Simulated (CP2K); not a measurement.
AlN under changes of volume

One of the cells (10.417 Å³/atom); the others are scaled copies at fixed shape and fractional positions:

```
Al N
1.0
     3.08863    0.00000    0.00000
     1.54432    2.67483    0.00000
     1.54432    0.89161    2.52186
Al N
1 1
Direct
  0.00000 0.00000 0.00000
  0.25000 0.25000 0.25000
```

Measurements of this composition are mostly on another form, of space group No. 186.

* Program: CP2K 2026.2
* Functional: PBE
* Potentials or basis: GTH_POTENTIALS Al GTH-PBE-q3, N GTH-PBE-q5; DZVP-MOLOPT-SR-GTH basis
* Density cutoff: 6123 eV
* k mesh: 10 × 10 × 10
* Occupations: fermi-dirac, width 0.01 eV
* Spin: no spin polarisation

```tsv
volume (Å³/atom)	energy over the lowest point (meV/atom)	pressure (GPa)	gap on the mesh (eV)
9.792	46.05	18.5	3.35
10.001	?	?	?
10.209	11.26	8.6	3.33
10.417	2.96	4.3	3.32
10.626	0.00	0.4	3.31
10.834	1.87	-3.2	3.30
11.042	8.25	-6.4	3.29
```

Q: What does the run at 10.001 Å³/atom give?

A: Energy over the lowest point 25.43 meV/atom; pressure 13.3 GPa; gap on the mesh 3.34 eV.

Worked out: A Birch-Murnaghan fit of order 3 (a polynomial in V^(-2/3)) to the other rows has its minimum at 10.65 Å³/atom with B0 = V·E''(V) = 190 GPa and B' = 3.6. It gives 25.40 meV/atom at 10.001 Å³/atom, against the run's 25.43, and -dE/dV = 13.3 GPa, against 13.3. A straight line through the other rows of the gap, of slope -0.499 eV per unit of ln V, gives 3.34 eV, against the run's 3.34.

Energies are extrapolated to zero smearing.

Caveats: the basis of atomic orbitals isn't converged, which shifts pressures, moduli and gaps.

A mesh can miss the band edges.
